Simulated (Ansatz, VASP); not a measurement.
One calculation of GaAs, two programs

```
CELL_PARAMETERS angstrom
0.00000 2.82685 2.82685
2.82685 0.00000 2.82685
2.82685 2.82685 0.00000
ATOMIC_POSITIONS crystal
As 0.75000 0.75000 0.75000
Ga 0.00000 0.00000 0.00000
```

Alike in both runs: task single point; functional PBE; k mesh 8 × 8 × 8; occupations gaussian, width 0.014 eV; no spin polarisation.

|  | VASP | Ansatz |
| --- | --- | --- |
| version | VASP 6.6.1 | Ansatz 0.2.0 |
| potentials or method | VASP PAW PBE potentials, release 64 (As, Ga_d) | Ansatz PAW |
| plane-wave cutoff (eV) | 520 | 420 |
| valence electrons in the cell | 18 | 28 |

Ansatz gave:

| Item | Value |
| --- | --- |
| gap on the k mesh at the Fermi level (eV) | 0.52 |
| least direct gap on the mesh (eV) | 0.52 |
| pressure (GPa) | 3.3 |

Problem. Which values does VASP return?

Solution. gap on the k mesh at the Fermi level (eV): 0.52; least direct gap on the mesh (eV): 0.52; pressure (GPa): 3.5.

With one functional, cell and mesh, what is left measures potentials, basis and numerics. The two sets of potentials don't hold the same shells in valence.

A k mesh can miss the band edges. A hybrid or GW would open this gap; PBE tends to underestimate it.
